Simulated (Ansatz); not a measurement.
## Spin–orbit splittings in NbN

```xyz
2
Lattice="0.0000 2.1945 2.1945 2.1945 0.0000 2.1945 2.1945 2.1945 0.0000" Properties=species:S:1:pos:R:3 pbc="T T T"
Nb    2.1945    2.1945    2.1945
N     0.0000    0.0000    0.0000
```

Atom numbers follow the list: Nb1, N2.

The conventional cell has a = 4.389 Å, b = 4.389 Å, c = 4.389 Å, α = 90.00°, β = 90.00°, γ = 90.00°. Nb (atom 1) is surrounded by 6 N at 2.19 Å. N (atom 2) is surrounded by 6 Nb at 2.19 Å.

The geometry is COD entry 1538667, unchecked; take it as a test cell.

Levels of theory: DFT, PBE, all-electron LAPW, scalar-relativistic (Ansatz 0.2.0); DFT, PBE, all-electron LAPW, Dirac equation with spin-orbit coupling (Ansatz 0.2.0).

Sampling and basis: a Γ-centred 13×13×13 k mesh, Fermi–Dirac smearing of 0.08 eV, basis error target 0.25 meV/atom, no spin polarisation.

Levels between -4 and 3 eV, each run counted from its own valence-band top where it has a gap, else its Fermi level. Scalar levels are listed once for both spins; with the coupling every spinor state is counted. Levels near the edges of the range can cross them.

**Question.** At Γ (0.000, 0.000, 0.000) the scalar-relativistic levels are -3.36 (×3), -2.03 (×3), -0.15 (×2). What are they with spin–orbit coupling?

**Answer.** -3.41 (×2), -3.33 (×4), -2.06 (×4), -1.96 (×2), -0.14 (×4).

**Question.** At W (0.500, 0.250, 0.750) the scalar-relativistic levels are -0.12 (×2), 2.81. What are they with spin–orbit coupling?

**Answer.** -0.14 (×2), -0.10 (×2), 2.81 (×2).

**Question.** At X (0.500, 0.000, 0.500) the scalar-relativistic levels are 1.60, 2.80 (×2). What are they with spin–orbit coupling?

**Answer.** -3.95 (×2), 1.60 (×2), 2.75 (×2), 2.87 (×2).
